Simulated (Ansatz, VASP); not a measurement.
# CdBr2 in two plane-wave programs, part 2 of 2

Wanted: the spread between two codes on one cell, functional and k mesh. The structure shown is the end of the VASP relaxation below.

VASP 6.6.1 and Ansatz 0.2.0.

So far: Starting point; VASP: relaxation, LDA.

### Step 3. Ansatz: single point, LDA

Level of this step: Ansatz beside VASP: Kohn-Sham DFT, plane waves, LDA (Ansatz).

Ansatz runs on its default PAW (the set named soft_2) files.

The same cell, functional (in two slightly different forms), mesh and smearing now go to Ansatz, which takes its cutoff from its data sets.

File input.yaml:

```yaml
crystal:
  lattice:
    - [3.95, 0.0, 0.0]
    - [-1.975, 3.42080034, 0.0]
    - [0.0, 0.0, 30.55833333]
  atoms:
    - { symbol: Br, position: [0.66666667, 0.33333333, 0.75386812] }
    - { symbol: Br, position: [0.33333333, 0.66666667, 0.65326857] }
    - { symbol: Br, position: [0.0, 0.0, 0.55038456] }
    - { symbol: Br, position: [0.66666667, 0.33333333, 0.44961544] }
    - { symbol: Br, position: [0.33333333, 0.66666667, 0.34673143] }
    - { symbol: Br, position: [0.0, 0.0, 0.24613188] }
    - { symbol: Cd, position: [0.0, 0.0, 0.70368208] }
    - { symbol: Cd, position: [0.33333333, 0.66666667, 0.5] }
    - { symbol: Cd, position: [0.66666667, 0.33333333, 0.29631792] }
hamiltonian:
  xc: lda
  pseudopotentials: { kind: paw }
kpoints:
  mp_grid: { grid: [9, 9, 1] }
scf:
  occupations: { method: gaussian, width: 0.05 }
  n_extra_bands: 6
efield:
  axis: 3
  dipole_correction: true
  ramp_width: 0.04
output:
  forces: true
  eigenvalues: true
  write_density: true
  write_potential: true
  elf: true
  volumetric_format: npy
```

Started as:

```bash
ansatz run input.yaml --threads 4 --pin off --max-ram 9216MiB --backend cpu --events-out ev --progress --plain --runs-dir out
```

Numbers of over 12 decimals in the logs are rounded to 6 here.

Output:

```text
scf.n_extra_bands = 6 over 51 filled bands (N_el = 102.0): the run solves 57 bands
Engine: ansatz 0.2.0, aarch64-unknown-linux-gnu
Pseudopotentials: kind: paw
Pseudopotential: Br, paw, valence charge 7, recommended cutoff 420 eV (normal), Br.paw.azcp
Pseudopotential: Cd, paw, valence charge 20, recommended cutoff 420 eV (normal), Cd.paw.azcp
Functional definition: SPW92
  exchange = slater_x
  correlation = pw_c
Crystal: 9 atoms, lattice volume = 412.909 Å³
Basis set: ecut = 420 eV, 8179 PW (Γ)
Bands: 57, of which v1, the nominal top of the filled ones, is band 51 counted from 1 (50 counted from 0)
Symmetry: 6 space group operations
k-points: 12 of 81 (time reversal used)
Non-local potential: Br, projectors of the file, l = 0: 2, l = 1: 2, l = 2: 2
Non-local potential: Cd, projectors of the file, l = 0: 3, l = 1: 2, l = 2: 2, l = 3: 1
PAW form: soft (Blöchl's): semilocal exchange-correlation on the pseudo side does not see the compensation charge
PAW frozen core: Br, regenerated for the run's functional, and the local potential with it (the file was generated under x = pbe(κ = 0.804, μ = 0.219515), c = pbe(β = 0.066725))
PAW frozen core: Cd, regenerated for the run's functional, and the local potential with it (the file was generated under x = pbe(κ = 0.804, μ = 0.219515), c = pbe(β = 0.066725))
PAW one-centre angular grid: Br, 110 points (default); XC on 64 Gauss nodes
PAW one-centre angular grid: Cd, 590 points (default); XC on 64 Gauss nodes
Initial density: superposition of atomic densities (neutral atoms: chi_scale 0, normalization atom), corrected by the library's trained network
Initial wavefunctions: pseudopotential atomic-orbital guess
Functional: x = slater, c = lda
SCF iter   1: F=—  HF=-40524.106197 eV  |F-HF|=—  |Δ(HF+E_count)|=         —  Δρ=5.12e-3  dr2=7.43e-2  ethr=1.77e-3  p=0.000 e·Å  D=2.58e-14 V/Å  ΔV_dip=-0.00 eV  dr2_dipole=7.16e-9  V_vac-E_F(+/−)=5.96/5.96 eV  ⟨swp⟩=13.1  Hψ=3632  notcnv=0
efield: sawtooth ramp at fractional position 0.9800 (placed from the atoms, in the widest stretch of the axis that holds none; the zero of the levels goes with the place), width 0.0400; the density the first Hamiltonian is built on has a dipole p = 0.000 e·Å; the dipole correction subtracts the counter field D = 2.58e-14 V/Å, which shifts the + side's vacuum level by -0.00 eV against the − side's; the planar-averaged density in the ramp window peaks in size at 6.6e-6 e/Å³
preconditioner: auto → Resta (q_TF=auto, 2.161 Å⁻¹)  ε∞=3.3  [insulator: Δε(μ)=2.795 eV  Ē_g=10.575 eV  σ=0.050 eV  W_gap=1.00  n_scr=86 (ndim 8)  ℏωp=16.1 eV  f_vac=0.410  D(μ)=0.00/eV (n_scr^D=0)  ε∞_Penn≈3.3  vacuum switching on, ρ_ref=8.1e-3 e/Å³]
SCF iter   2: F=—  HF=-40524.094847 eV  |F-HF|=—  |Δ(HF+E_count)|=   1.14e-2  Δρ=2.13e-3  dr2=1.60e-2  ethr=7.29e-5  p=-0.000 e·Å  D=-1.13e-5 V/Å  ΔV_dip=0.00 eV  dr2_dipole=1.65e-8  V_vac-E_F(+/−)=5.92/5.92 eV  ⟨swp⟩=2.5  Hψ=1482  notcnv=0  defer=7
SCF iter   3: F=—  HF=-40524.091151 eV  |F-HF|=—  |Δ(HF+E_count)|=   3.70e-3  Δρ=7.49e-4  dr2=1.50e-3  ethr=1.57e-5  p=0.000 e·Å  D=2.01e-5 V/Å  ΔV_dip=-0.00 eV  dr2_dipole=1.72e-8  V_vac-E_F(+/−)=5.88/5.88 eV  ⟨swp⟩=2.0  Hψ=853  notcnv=0  defer=7
SCF iter   4: F=—  HF=-40524.090831 eV  |F-HF|=—  |Δ(HF+E_count)|=   3.20e-4  Δρ=1.44e-4  dr2=7.21e-5  ethr=1.47e-6  p=-0.000 e·Å  D=-3.71e-6 V/Å  ΔV_dip=0.00 eV  dr2_dipole=8.24e-10  V_vac-E_F(+/−)=5.87/5.87 eV  ⟨swp⟩=2.7  Hψ=1246  notcnv=0  defer=7
SCF iter   5: F=—  HF=-40524.091099 eV  |F-HF|=—  |Δ(HF+E_count)|=   2.69e-4  Δρ=2.57e-5  dr2=4.20e-6  ethr=7.06e-8  p=0.000 e·Å  D=5.88e-6 V/Å  ΔV_dip=-0.00 eV  dr2_dipole=1.70e-9  V_vac-E_F(+/−)=5.87/5.87 eV  ⟨swp⟩=2.3  Hψ=978  notcnv=0  defer=9
SCF iter   6: F=—  HF=-40524.091100 eV  |F-HF|=—  |Δ(HF+E_count)|=   8.68e-7  Δρ=8.71e-6  dr2=6.50e-7  ethr=4.12e-9  p=-0.000 e·Å  D=-5.95e-6 V/Å  ΔV_dip=0.00 eV  dr2_dipole=2.04e-9  V_vac-E_F(+/−)=5.87/5.87 eV  ⟨swp⟩=2.1  Hψ=1072  notcnv=0  defer=9
SCF iter   7: F=—  HF=-40524.091100 eV  |F-HF|=—  |Δ(HF+E_count)|=   1.41e-9  Δρ=2.76e-6  dr2=1.03e-7  ethr=6.37e-10  p=0.000 e·Å  D=3.44e-6 V/Å  ΔV_dip=-0.00 eV  dr2_dipole=5.43e-10  V_vac-E_F(+/−)=5.87/5.87 eV  ⟨swp⟩=2.8  Hψ=1139  notcnv=0  defer=9
SCF iter   8: F=-40524.091100 eV  HF=-40524.091100 eV  |F-HF|=6.26e-10  |Δ(HF+E_count)|=   1.07e-8  Δρ=7.96e-7  dr2=4.98e-9  ethr=9.80e-11  p=-0.000 e·Å  D=-1.84e-7 V/Å  ΔV_dip=0.00 eV  dr2_dipole=4.28e-12  V_vac-E_F(+/−)=5.87/5.87 eV  ⟨swp⟩=17.7  Hψ=5453  notcnv=0
SCF 1 converged in 8 iterations: F = -40524.091100 eV  dr2 = 4.98e-9
  greatest PAW one-centre occupation: 1.000 electrons in one spin orbital (limit 2), on the Cd atom at site 7 (counted from 0), in its partial waves of l = 0
WARN: The output density's exchange-correlation potential varies sharply where the density is thin. Do not read a vacuum level from v_tot or v_xc, or from such a field of the output density. On a cell that repeats whose density bears no net charge and no dipole along the vacuum's axis use v_es (v_loc + v_h of the components); under efield.dipole_correction with no amplitude use v_es + v_field, which holds any externa [...]
SCF converged after 8 iterations
Free energy (F): -40524.091100 eV
Harris-Foulkes:  -40524.091100 eV  (|F-HF|=6.26e-10)
Internal energy: -40524.091100 eV  (E = F + TS)
E sigma→0 (E₀):  -40524.091100 eV
Fermi energy:    1.192716 eV
Dipole field:    D = 0.000002 V/Å  (p = 0.000004 e·Å, saw-weighted, corrected)
Work function:   Φ+ = 5.8714 eV   Φ− = 5.8715 eV
Levels:          The Fermi level and band energies are counted from a zero that moves with the ramp; work functions are not
--- Per-component energies (eV) ---
  E_band       = -2157.271857
  E_kinetic    = 2317.898834
  E_local      = -75287.878134  (includes V_loc(G=0)·N_el)
  E_nonlocal   = 557.988133
  E_hartree    = 36624.391579
  E_xc         = -2091.161513
  E_vxc        = -1289.866816  (∫ρ·V_xc dr)
  E_paw        = -24811.178808  (= ΣΔE_a)
  E_vpaw       = -1704.188091  (= ΣTr[D̂ρ^β])
  E_aug_tail   = 0.000029  (compensation charges beyond the density's cutoff)
  E_efield     = 0.000000  (sawtooth field / dipole correction)
  E_vefield    = 0.000000  (∫n·V_field dr)
  E_ewald      = 22162.310007
  E_core_change = 3.538774  (= ΣΔE_core)
  E_smearing   = -0.000000  (= −TS)
  E_closure    = -0.000000  (closes the sum)
  Σ components = -40524.091100   (vs F -40524.091100, Δ=0.00e0)
--- Forces (eV/Å), atoms counted from 1 ---
  atom   1  Br     0.00000000     0.00000000    -0.07628629
  atom   2  Br     0.00000000    -0.00000000     0.06217555
  atom   3  Br     0.00000000     0.00000000    -0.06402889
  atom   4  Br     0.00000000    -0.00000000     0.06402077
  atom   5  Br    -0.00000000     0.00000000    -0.06217501
  atom   6  Br     0.00000000    -0.00000000     0.07628679
  atom   7  Cd    -0.00000000     0.00000000    -0.02517269
  atom   8  Cd     0.00000000    -0.00000000     0.00000745
  atom   9  Cd     0.00000000    -0.00000000     0.02517152
  max |Σ_I F_I| component: 7.99e-7 eV/Å
--- Band table (eV; the first three rows and the last of 12) ---
  k-point 0: bands = [... 47 lower, -0.2675, -0.2675, -0.2225, -0.2225, 2.6073, 3.0528, 3.5716, 4.8607, ... 2 higher]
  k-point 1: bands = [... 47 lower, -0.4322, -0.3409, -0.2813, -0.2261, 3.1036, 3.4284, 3.8139, 5.3427, ... 2 higher]
  k-point 2: bands = [... 47 lower, -0.4017, -0.3773, -0.3210, -0.2459, 3.8390, 3.9286, 4.0028, 5.5900, ... 2 higher]
  k-point 11: bands = [... 47 lower, -0.7509, -0.6964, -0.6340, -0.6340, 4.1784, 4.1784, 4.1799, 6.7616, ... 2 higher]
```

Elapsed: 9.3 s, on 4 threads of Arm Neoverse V2, shared host; peak memory 0.77 GiB; 35 s of CPU time.

Reading the cycles: dr2 is the Hartree energy of the density residual (eV), the measure of convergence; HF is the Harris–Foulkes estimate of the energy, which meets the free energy F at convergence.

### Step 4. Comparison

Known differences besides the potentials themselves: the two LDA forms differ slightly; the data sets hold 102 valence electrons in Ansatz (default PAW (the set named soft_2) files) and 78 in VASP; the cutoff is 420 eV in Ansatz and 300 eV in VASP (PREC = Normal); VASP's log shows a relativistic correction to its local exchange, Ansatz's none. Total energies have different zeros and are not compared.

Both answers:

| quantity | Ansatz | VASP | difference |
| --- | --- | --- | --- |
| gap on the k mesh (eV) | 2.830 | 2.847 | -0.017 |

At this near-relaxed geometry the largest component of a force difference is 57 meV/Å. A gap on the mesh is an upper bound, since the band edges may lie between its points.

### Step 5. Other set-ups

Further runs change the set-up of one program: Ansatz's method, potentials or start, or VASP's data sets, cutoff or form of LDA. The table gives Ansatz less VASP for each quantity, since a change that brings one quantity closer may part another.

| run | r.m.s. force difference (meV/Å) | gap on the k mesh (eV) |
| --- | --- | --- |
| as above | 26 | -0.017 |
| cores kept as stored | 23 | -0.014 |
| Ansatz's larger PAW set (cutoff 800 eV) | 26 | -0.016 |
| norm-conserving potentials (cutoff 1388 eV) | 26 | -0.018 |

### Step 6. VASP: band structure, LDA

The same path points are solved in both programs, so levels can be compared one by one.

File INCAR:

```
SYSTEM = CdBr2
PREC = Normal
ENCUT = 300
EDIFF = 1E-06
NELM = 120
ISMEAR = 0
SIGMA = 0.05
LREAL = .FALSE.
ALGO = Fast
GGA = CA
NBANDS = 61
LORBIT = 11
LWAVE = .TRUE.
LCHARG = .TRUE.
IDIPOL = 3
LDIPOL = .TRUE.
DIPOL = 0.5 0.5 0.5
LVHAR = .TRUE.
LVACPOTAV = .TRUE.
LELF = .TRUE.
NEDOS = 1500
```

File POSCAR:

```
CdBr2
1.0
    3.9500000000      0.0000000000      0.0000000000
   -1.9750000000      3.4208003450      0.0000000000
    0.0000000000      0.0000000000     30.5583333332
Br Cd
6 3
Direct
    0.6666666670      0.3333333330      0.7538681228
    0.3333333330      0.6666666670      0.6532685701
    0.0000000000      0.0000000000      0.5503845604
    0.6666666670      0.3333333330      0.4496154396
    0.3333333330      0.6666666670      0.3467314299
    0.0000000000      0.0000000000      0.2461318772
    0.0000000000      0.0000000000      0.7036820796
    0.3333333330      0.6666666670      0.5000000000
    0.6666666670      0.3333333330      0.2963179204
```

File KPOINTS:

```
Automatic mesh
0
Gamma
9 9 1
0 0 0
```

File KPOINTS_OPT:

```
Line mode
14
Line-mode
Reciprocal
  0.00000000   0.00000000   0.00000000 GAMMA
  0.50000000   0.00000000   0.00000000 M

  0.50000000   0.00000000   0.00000000 M
  0.33333333   0.33333333   0.00000000 K

  0.33333333   0.33333333   0.00000000 K
  0.00000000   0.00000000   0.00000000 GAMMA
```

Potentials, in the order of the species: Br and Cd (LDA family, release 64).

Started as:

```bash
mpirun -np 4 vasp_std
```

Output:

```text
[banner, memory and clock lines left out]
running    4 mpi-ranks, on    1 nodes
[...]
LDA part: xc-table for (Slater(with rela. corr.)+CA(PZ))
 , standard interpolation
|                                                                             |
|           W    W    AA    RRRRR   N    N  II  N    N   GGGG   !!!           |
|           W    W   A  A   R    R  NN   N  II  NN   N  G    G  !!!           |
|           W    W  A    A  R    R  N N  N  II  N N  N  G       !!!           |
|           W WW W  AAAAAA  RRRRR   N  N N  II  N  N N  G  GGG   !            |
|           WW  WW  A    A  R   R   N   NN  II  N   NN  G    G                |
|           W    W  A    A  R    R  N    N  II  N    N   GGGG   !!!           |
|                                                                             |
|     The number of bands has been changed from the values supplied in        |
|     The orbitals not found in the WAVECAR file will be initialized with     |
|     random numbers, which is usually adequate. For correlated               |
[...]
|                                                                             |

   1 F= -.24684726E+02 E0= -.24684726E+02  d E =-.446243E-11
 Start KPOINTS_OPT (optional k-point list driver)
k-point batch [1-12\42]
       N       E                     dE             ncg
DAV:   1    -0.192840324937E+04   -0.93732E+04     1640
DAV:   2    -0.716450918620E+04   -0.52361E+04     1936
DAV:   3    -0.762273616896E+04   -0.45823E+03     1832
DAV:   4    -0.763070644195E+04   -0.79703E+01     1784
DAV:   5    -0.763081262585E+04   -0.10618E+00     1824
DAV:   6    -0.763081488723E+04   -0.22614E-02     1840
DAV:   7    -0.763081494623E+04   -0.59004E-04     1816
DAV:   8    -0.763081494787E+04   -0.16362E-05     1512
DAV:   9    -0.763081494798E+04   -0.11050E-06     1104
[...]
k-point batch [37-42\42]
       N       E                     dE             ncg
DAV:   1     0.752615364695E+04   -0.19070E+04      816
DAV:   2     0.483564709994E+04   -0.26905E+04      984
DAV:   3     0.460053724299E+04   -0.23511E+03      904
DAV:   4     0.459659313004E+04   -0.39441E+01      928
DAV:   5     0.459653967855E+04   -0.53451E-01      920
DAV:   6     0.459653848772E+04   -0.11908E-02      944
DAV:   7     0.459653845613E+04   -0.31589E-04      912
DAV:   8     0.459653845522E+04   -0.91238E-06      776
 writing wavefunctions
```

From OUTCAR (step 6):

```text
  Total       -1.1295482     -1.1295482     -0.6471542      0.0000000      0.0000000      0.0000000
  in kB       -4.3828928     -4.3828928     -2.5110993      0.0000000      0.0000000      0.0000000
  external PRESSURE =      -3.7589616 kB  Pullay stress =       0.0000000 kB

 POSITION                                       TOTAL-FORCE (eV/Angst)
 -----------------------------------------------------------------------------------
      1.97500      1.14027     23.03695         0.000000      0.000000     -0.017100
     -0.00000      2.28053     19.96280         0.000000      0.000000      0.005145
      0.00000      0.00000     16.81883        -0.000000      0.000000     -0.006720
      1.97500      1.14027     13.73950         0.000000     -0.000000      0.006720
     -0.00000      2.28053     10.59553        -0.000000     -0.000000     -0.005145
      0.00000      0.00000      7.52138        -0.000000      0.000000      0.017100
      0.00000      0.00000     21.50335        -0.000000      0.000000     -0.022826
     -0.00000      2.28053     15.27917        -0.000000      0.000000      0.000000
      1.97500      1.14027      9.05498         0.000000     -0.000000      0.022826
 -----------------------------------------------------------------------------------
    total drift:                               -0.000000      0.000000      0.000001

  FREE ENERGIE OF THE ION-ELECTRON SYSTEM (eV)
  ---------------------------------------------------
  free  energy   TOTEN  =       -24.6847258496 eV

  energy  without entropy=      -24.6847258496  energy(sigma->0) =      -24.68472585

[... 1 part as in an earlier step ...]

[... 2 further parts left out ...]
[key lines of the parts left out:]
E-fermi :  -2.6416
```

### Step 7. Ansatz: band structure, LDA

The same cell, functional (in two slightly different forms), mesh and smearing now go to Ansatz, which takes its cutoff from its data sets.

File input.yaml:

```yaml
crystal:
  lattice:
    - [3.95, 0.0, 0.0]
    - [-1.975, 3.420800345, 0.0]
    - [0.0, 0.0, 30.5583333332]
  atoms:
    - { symbol: Br, position: [0.666666667, 0.333333333, 0.7538681228] }
    - { symbol: Br, position: [0.333333333, 0.666666667, 0.6532685701] }
    - { symbol: Br, position: [0.0, 0.0, 0.5503845604] }
    - { symbol: Br, position: [0.666666667, 0.333333333, 0.4496154396] }
    - { symbol: Br, position: [0.333333333, 0.666666667, 0.3467314299] }
    - { symbol: Br, position: [0.0, 0.0, 0.2461318772] }
    - { symbol: Cd, position: [0.0, 0.0, 0.7036820796] }
    - { symbol: Cd, position: [0.333333333, 0.666666667, 0.5] }
    - { symbol: Cd, position: [0.666666667, 0.333333333, 0.2963179204] }
hamiltonian:
  xc: lda
  pseudopotentials: { kind: paw }
kpoints:
  mp_grid: { grid: [9, 9, 1] }
  band_path:
    path:
      - [0.0, 0.0, 0.0]
      - [0.03846, 0.0, 0.0]
      - [0.07692, 0.0, 0.0]
      - [0.15385, 0.0, 0.0]
      - [0.19231, 0.0, 0.0]
      - [0.26923, 0.0, 0.0]
      - [0.30769, 0.0, 0.0]
      - [0.34615, 0.0, 0.0]
      - [0.42308, 0.0, 0.0]
      - [0.46154, 0.0, 0.0]
      - [0.5, 0.0, 0.0]
      - [0.48718, 0.02564, 0.0]
      - [0.47436, 0.05128, 0.0]
      - [0.44872, 0.10256, 0.0]
      - [0.4359, 0.12821, 0.0]
      - [0.41026, 0.17949, 0.0]
      - [0.39744, 0.20513, 0.0]
      - [0.37179, 0.25641, 0.0]
      - [0.35897, 0.28205, 0.0]
      - [0.34615, 0.30769, 0.0]
      - [0.33333, 0.33333, 0.0]
      - [0.30769, 0.30769, 0.0]
      - [0.25641, 0.25641, 0.0]
      - [0.23077, 0.23077, 0.0]
      - [0.20513, 0.20513, 0.0]
      - [0.15385, 0.15385, 0.0]
      - [0.12821, 0.12821, 0.0]
      - [0.07692, 0.07692, 0.0]
      - [0.05128, 0.05128, 0.0]
      - [0.0, 0.0, 0.0]
    npoints: 1
scf:
  occupations: { method: gaussian, width: 0.05 }
  n_extra_bands: 10
efield:
  axis: 3
  dipole_correction: true
  ramp_width: 0.04
output:
  forces: true
  eigenvalues: true
  write_density: true
  write_potential: true
  elf: true
  volumetric_format: npy
```

Started as:

```bash
ansatz run input.yaml --threads 4 --pin off --max-ram 9216MiB --backend cpu --events-out ev --progress --plain --runs-dir out
```

Output:

```text
[...]
Crystal: 9 atoms, lattice volume = 412.909 Å³
Basis set: ecut = 420 eV, 8179 PW (Γ)
Bands: 61, of which v1, the nominal top of the filled ones, is band 51 counted from 1 (50 counted from 0)
Symmetry: 6 space group operations
k-points: 12 of 81 (time reversal used)
[...]
k-point 1: bands = [... 47 lower, -0.4323, -0.3409, -0.2814, -0.2262, 3.1035, 3.4284, 3.8138, 5.3426, ... 6 higher]
  k-point 2: bands = [... 47 lower, -0.4018, -0.3774, -0.3210, -0.2459, 3.8390, 3.9286, 4.0028, 5.5899, ... 6 higher]
  k-point 11: bands = [... 47 lower, -0.7509, -0.6965, -0.6341, -0.6341, 4.1784, 4.1784, 4.1798, 6.7615, ... 6 higher]
[key lines of the parts left out:]
SCF converged after 7 iterations
Free energy (F): -40524.091100 eV
Fermi energy:    1.192654 eV
Dipole field:    D = -0.000003 V/Å  (p = -0.000007 e·Å, saw-weighted, corrected)
Work function:   Φ+ = 5.8712 eV   Φ− = 5.8711 eV
```

It took 21 s on 4 threads; peak memory 1.1 GiB; 80 s of CPU time.

### Step 8. Comparison

Compared:

| quantity | Ansatz | VASP | difference |
| --- | --- | --- | --- |
| gap over the path points (eV) | 2.830 | 2.847 | -0.017 |

Levels at points of the path, from each program's valence-band top (eV; 4 filled, then empty):

| k (reciprocal lattice) | Ansatz | VASP |
| --- | --- | --- |
| 0.000 0.000 0.000 | -0.04 -0.04 0.00 0.00 2.83 3.27 3.79 | -0.04 -0.04 0.00 0.00 2.85 3.29 3.81 |
| 0.038 0.000 0.000 | -0.09 -0.05 -0.04 0.00 2.90 3.33 3.83 | -0.09 -0.05 -0.04 0.00 2.92 3.34 3.84 |
| 0.077 0.000 0.000 | -0.17 -0.11 -0.05 0.00 3.09 3.47 3.92 | -0.17 -0.10 -0.05 0.00 3.11 3.49 3.94 |
| 0.154 0.000 0.000 | -0.19 -0.14 -0.07 -0.01 3.65 3.89 4.17 | -0.19 -0.14 -0.07 -0.01 3.66 3.90 4.18 |
| 0.192 0.000 0.000 | -0.17 -0.16 -0.09 -0.02 3.91 4.07 4.23 | -0.17 -0.16 -0.08 -0.01 3.93 4.08 4.24 |
| 0.269 0.000 0.000 | -0.21 -0.13 -0.12 -0.04 4.09 4.15 4.22 | -0.21 -0.13 -0.12 -0.03 4.10 4.17 4.23 |
| 0.308 0.000 0.000 | -0.23 -0.14 -0.12 -0.05 3.95 4.08 4.20 | -0.23 -0.13 -0.11 -0.04 3.96 4.09 4.21 |
| 0.346 0.000 0.000 | -0.25 -0.15 -0.10 -0.06 3.79 3.96 4.13 | -0.25 -0.15 -0.10 -0.06 3.80 3.97 4.14 |
| 0.423 0.000 0.000 | -0.28 -0.17 -0.08 -0.07 3.51 3.75 3.98 | -0.28 -0.17 -0.08 -0.07 3.52 3.75 3.99 |
| 0.462 0.000 0.000 | -0.29 -0.18 -0.08 -0.07 3.43 3.68 3.94 | -0.29 -0.18 -0.08 -0.07 3.44 3.69 3.95 |

At this near-relaxed geometry the largest component of a force difference is 59 meV/Å. Among the levels compared at these points, filled levels agree within 6 meV and empty ones within 17 meV.

### Step 9. Other set-ups

Further runs change the set-up of one program: Ansatz's method, potentials or start, or VASP's data sets, cutoff or form of LDA. The table gives Ansatz less VASP for each quantity, since a change that brings one quantity closer may part another.

| run | r.m.s. force difference (meV/Å) | gap over the path points (eV) |
| --- | --- | --- |
| as above | 27 | -0.017 |
| cores kept as stored | 24 | -0.014 |
| Ansatz's larger PAW set (cutoff 800 eV) | 27 | -0.016 |

### Step 10. Summary of results

```
r.m.s. force difference (single point, LDA)   : 26 meV/Å
r.m.s. force difference (band structure, LDA) : 27 meV/Å
```

The r.m.s. force difference is 27 meV/Å (band structure, LDA), beyond the 12 meV/Å picked in this series as the mark of a large difference. For single point, LDA, no further run moves any of the tabulated differences by more than a quarter of its size. For band structure, LDA, no further run moves any of the tabulated differences by more than a quarter of its size. 1 further run of this series is not shown here. How closely two codes agree says nothing of how well the functional describes the real material.

[Lines on the potential files, build, host, timing and source positions are cut from VASP's logs without a mark.]

[Logs are printed without paths, hosts, clocks, repeated set-up lines and the standing remarks that a program may print on its own settings, such as how far it seeks lower states.]

[Hosts, paths, dates, database ids (printed as entryN), source tags and the programs' standing remarks are cut or masked in the printed files.]
